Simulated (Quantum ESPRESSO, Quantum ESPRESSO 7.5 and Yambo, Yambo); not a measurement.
# BeTe (F-43m): G0W0 with and without spin-orbit coupling

Is the spin-orbit change of the gap of BeTe (F-43m) the same in DFT and in GW?

Calculated with Quantum ESPRESSO 7.5 and Yambo 5.3.0; PBE and many-body steps on it, plane waves.

Report form: the programs' logs are mostly left out.

The database entry behind the starting cell differs from later determinations by our own check (an axis about 1.5 % short against later determinations), so it need not match the best structure at ambient conditions.

### 1. The starting structure

The structure is cubic, space group F-43m (No. 216). The conventional cell has a = 5.540 Å, b = 5.540 Å, c = 5.540 Å, α = 90.00°, β = 90.00°, γ = 90.00°. Nearest to Be lie 4 Te at 2.40 Å. Nearest to Te lie 4 Be at 2.40 Å. Farther neighbours and most contacts between anions are not listed.

The cell and positions come from the Crystallography Open Database and are kept as given unless a step says otherwise. Spin-orbit coupling is left out unless a step names it.

### 2. Empty states on the mesh, 4×4×4 mesh, 218 bands

This step: Quantum ESPRESSO 7.5; DFT, PBE, plane waves, norm-conserving pseudopotentials.

The sums over transitions need many empty states on a uniform mesh; this step solves for them.

Contents of pw.in:

```
&control
  calculation = 'nscf'
  prefix = 'x'
  outdir = 'o'
  pseudo_dir = 'pseudo'
/
&system
  ibrav = 0
  nat = 2
  ntyp = 2
  ecutwfc = 88.0
  nbnd = 218
  force_symmorphic = .true.
/
&electrons
  conv_thr = 1e-9
  electron_maxstep = 80
  diago_full_acc = .true.
  diago_thr_init = 5e-6
/
ATOMIC_SPECIES
  Be 9.012 Be.upf
  Te 127.6 Te.upf
CELL_PARAMETERS angstrom
  0.0000000000 2.7700000000 2.7700000000
  2.7700000000 0.0000000000 2.7700000000
  2.7700000000 2.7700000000 -0.0000000000
ATOMIC_POSITIONS crystal
  Be 0.0000000000 0.0000000000 0.0000000000
  Te 0.2500000000 0.2500000000 0.2500000000
K_POINTS automatic
  4 4 4 0 0 0
```

Launch:

```bash
> OMP_NUM_THREADS=1 mpirun -n 8 pw.x -nk 4 -in pw.in > pw.out
```

It took 12 s on 8 MPI ranks of Arm Neoverse V2, shared host; peak memory 0.71 GiB; 93 s of CPU time.

Numbers from this step:

* gap: 1.863 eV
* k of the valence top: 0, 0, 0
* k of the conduction bottom: 0, -0.5, -0.5
* least direct gap: 3.591 eV
* k points computed: 8
* lowest point of the top converged band, above the valence top: 150.6614 eV

On this mesh the gap is 1.863 eV.

The density comes from a self-consistent run that is not shown.

### 3. Conversion and set-up

This step: Yambo 5.3.0; conversion and set-up on PBE, plane waves, norm-conserving pseudopotentials.

The states are converted to the many-body program's format and the q mesh is built.

Launch:

```bash
> (cd o/x.save; p2y > p2y.log; mv SAVE ../..); yambo > setup.log
```

It took 2.4 s on 1 MPI rank; peak memory 0.25 GiB.

### 4. Scalar-relativistic

G0W0 replaces the xc potential by the self-energy, built once from these orbitals. Only a window of levels is corrected, while the sums run over the empty bands that the input names.

This step: G0W0 on PBE, plane waves, norm-conserving pseudopotentials.

Contents of gw1.in:

```
HF_and_locXC
gw0
dyson
ppa
em1d
rim_cut
RandQpts= 1000000
RandGvec= 1 RL
EXXRLvcs= 88 Ry
VXCRLvcs= 352 Ry
Chimod= "HARTREE"
% BndsRnXp
 1 | 218 |
%
NGsBlkXp= 17 Ry
% LongDrXp
 1 | 1 | 1 |
%
% GbndRnge
 1 | 218 |
%
DysSolver= "n"
ExtendOut
PPAPntXp= 27.21138 eV
% QPkrange
 1 | 1 | 13 | 16 |
 7 | 7 | 13 | 16 |
%
```

Launch:

```bash
> OMP_NUM_THREADS=1 mpirun -n 8 yambo -F gw1.in -J gw1 -C gw1 > gw1.log
```

Wall time 2.1 min (8 MPI ranks); peak memory 3.8 GiB; 17 min of CPU time.

This step gave:

* G0W0 gap on the points computed: 2.716 eV
* starting gap on the mesh: 1.863 eV
* k of the valence top: 0, 0, 0
* k of the conduction bottom: 0, -0.5, -0.5
* least direct G0W0 gap on the computed points: 4.680 eV
* Z at the valence top: 0.8077
* Z at the conduction bottom: 0.8197

The gap on the mesh goes from 1.86 eV to 2.72 eV, a correction of +0.85 eV.

### 5. Empty states on the mesh, 4×4×4 mesh, 436 bands

This step: Quantum ESPRESSO 7.5; DFT, PBE with spin-orbit coupling, plane waves, norm-conserving pseudopotentials.

pw.in: that of step 2 with these lines changed.

```diff
@@ -11,4 +11,6 @@
   ecutwfc = 88.0
-  nbnd = 218
+  nbnd = 436
   force_symmorphic = .true.
+  noncolin = .true.
+  lspinorb = .true.
 /
```

Launch:

```bash
> OMP_NUM_THREADS=1 mpirun -n 8 pw.x -nk 4 -in pw.in > pw.out
```

Run time: 74 s. Hardware: 8 MPI ranks; peak memory 1.8 GiB; 9.8 min of CPU time.

Numbers from this step:

| Quantity | Value |
| --- | --- |
| gap | 1.565 eV |
| k of the valence top | 0, 0, 0 |
| k of the conduction bottom | 0, -0.5, -0.5 |
| least direct gap | 3.259 eV |
| k points computed | 8 |
| lowest point of the top converged band, above the valence top | 151.8635 eV |

On this mesh the gap is 1.565 eV.

The density comes from a self-consistent run that is not shown, made with spin-orbit coupling and fully relativistic files.

### 6. Conversion and set-up

This step: Yambo 5.3.0; conversion and set-up on PBE with spin-orbit coupling, plane waves, norm-conserving pseudopotentials.

Launch:

```bash
> (cd o/x.save; p2y > p2y.log; mv SAVE ../..); yambo > setup.log
```

Elapsed: 2.8 s, on 1 MPI rank; peak memory 0.25 GiB.

### 7. With spin-orbit coupling

This step: G0W0 on PBE with spin-orbit coupling, plane waves, norm-conserving pseudopotentials.

Contents of gw4.in:

```
HF_and_locXC
gw0
dyson
ppa
em1d
rim_cut
RandQpts= 1000000
RandGvec= 1 RL
EXXRLvcs= 88 Ry
VXCRLvcs= 352 Ry
Chimod= "HARTREE"
% BndsRnXp
 1 | 436 |
%
NGsBlkXp= 17 Ry
% LongDrXp
 1 | 1 | 1 |
%
% GbndRnge
 1 | 436 |
%
DysSolver= "n"
ExtendOut
PPAPntXp= 27.21138 eV
% QPkrange
 1 | 1 | 25 | 32 |
 7 | 7 | 25 | 32 |
%
```

Launch:

```bash
> OMP_NUM_THREADS=1 mpirun -n 8 yambo -F gw4.in -J gw4 -C gw4 > gw4.log
```

The job ended after 9 min (8 MPI ranks; peak memory 8.2 GiB; 72 min of CPU time).

Numbers from this step:

| Quantity | Value |
| --- | --- |
| G0W0 gap on the points computed | 2.388 eV |
| starting gap on the mesh | 1.565 eV |
| k of the valence top | 0, 0, 0 |
| k of the conduction bottom | 0, -0.5, -0.5 |
| least direct G0W0 gap on the computed points | 4.310 eV |
| Z at the valence top | 0.8089 |
| Z at the conduction bottom | 0.8194 |

Against G0W0 in Yambo (4×4×4 mesh, 218 bands, screening to 231.3 eV, Godby-Needs plasmon pole), the gap moves by −0.328 eV.

### 8. Side by side

Times are wall times on 8 MPI ranks of Arm Neoverse V2, shared host, good to a factor of about two.

```csv
run,mesh,bands,screening cutoff (eV),DFT gap (eV),gap on the mesh (eV),direct (eV),time
scalar-relativistic,4×4×4,218,231.3,1.863,2.716,4.680,2.1 min
with spin-orbit coupling,4×4×4,436,231.3,1.565,2.388,4.310,9 min
```

### 9. Summary of results

```
scalar-relativistic      : 2.716 eV
with spin-orbit coupling : 2.388 eV
known limits             : not at the basis limit; no spin-orbit coupling in some runs; coarse k mesh
```

**Reading.** With spin-orbit coupling: −0.328 eV against scalar-relativistic, −0.298 eV of it in the start. Bands and cutoff are finite, so the gap is not at the basis limit. The miss can reach some tenths of an eV and take either sign; the mesh is an error of its own. In the G0W0 runs levels were corrected at 2 k points alone, so a gap called «on the mesh» is the least over those, and an edge elsewhere would be missed. The 4×4×4 mesh is coarse for this cell, which bears on the long-range parts of exchange and screening.

[Paths, hosts, dates, memory and timing lines, banners, echoed tables and standing remarks are left out of the program output.]

[Logs are printed without paths, hosts, clocks, repeated set-up lines and the standing remarks that a program may print on its own settings, such as how far it seeks lower states.]

[Runs of the session that timed out or met a known fault of the program may be left out.]

[Hosts, paths, dates, database ids (printed as entryN), source tags and the programs' standing remarks are cut or masked in the printed files.]
